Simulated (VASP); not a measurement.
Runs of VASP 6.6.1 on TiO. The structure is cubic, space group Pm-3m (No. 221). The conventional cell has a = 4.035 Å, b = 4.035 Å, c = 4.035 Å, α = 90.00°, β = 90.00°, γ = 90.00°. Around Ti (site symmetry 4/mmm) lie 4 O at 2.02 Å. O (site symmetry 4/mmm) has 4 Ti at 2.02 Å as nearest neighbours. The cell comes from a database or a generator and needn't be the stable form of this composition.

```csv
level,potentials or basis,k mesh,cutoff (eV),smearing,gap on the mesh (eV),pressure (GPa)
PBEsol,"VASP PAW PBE potentials, release 64 (Ti_sv, O)",10 × 10 × 10,700,gaussian 0.1 eV,none,0.1
PBEsol,"VASP PAW PBE potentials, release 64 (Ti_sv, O)",10 × 10 × 10,520,gaussian 0.5 eV,none,0.7
PBEsol,"VASP PAW PBE potentials, release 64 (Ti_sv, O_h)",10 × 10 × 10,900,gaussian 0.1 eV,none,(a)
r2SCAN,"VASP PAW PBE potentials, release 64 (Ti_sv, O)",10 × 10 × 10,520,gaussian 0.1 eV,none,(b)
PBEsol,"VASP PAW PBE potentials, release 64 (Ti_sv, O)",14 × 14 × 14,520,gaussian 0.1 eV,none,0.2
```

Alike in all rows: task single point; no spin polarisation; cell as given.

**Question.** Estimate the missing entries.

**Answer.** (a) -0.2; (b) 4.9.

Caveats: the PAW data sets were made with another functional, which shifts forces and pressure a little; semilocal functionals often make such compounds metallic where correlation or magnetic order opens a gap, which also shifts bond lengths; the cutoff is under 1.25 times the usual one of these potentials, so pressure, stress and relaxed cells hold a basis-set (Pulay) error (some runs).

A gap of «none» marks a metal or a gap under the smearing width.
